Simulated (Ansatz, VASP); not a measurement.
## CdTe: VASP beside Ansatz

```
CELL_PARAMETERS angstrom
3.78569 0.00000 0.00000
0.00000 3.78569 0.00000
0.00000 0.00000 3.78569
ATOMIC_POSITIONS crystal
Cd 0.00000 0.00000 0.00000
Te 0.50000 0.50000 0.50000
```

Change from the starting cell: volume scaled by 1, crystal datasets.

Alike in both runs: task single point; functional PBE; k mesh 11 × 11 × 11; occupations fermi-dirac, width 0.05 eV; no spin polarisation.

```csv
,VASP,Ansatz
version,VASP 6.6.1,Ansatz 0.2.0
potentials or method,"VASP PAW PBE potentials, release 64 (Cd, Te), cutoff 520 eV","all-electron PAW with datasets made for the crystal, scalar-relativistic"
```

|  | VASP | Ansatz | Ansatz less VASP |
| --- | --- | --- | --- |
| pressure (GPa) | 0.1 | 0.0 | -0.12 |

Ansatz ran all-electron here, so the differences hold the error of VASP's frozen core and of both bases.

The runs have no spin-orbit coupling, so splittings on Te are missing.
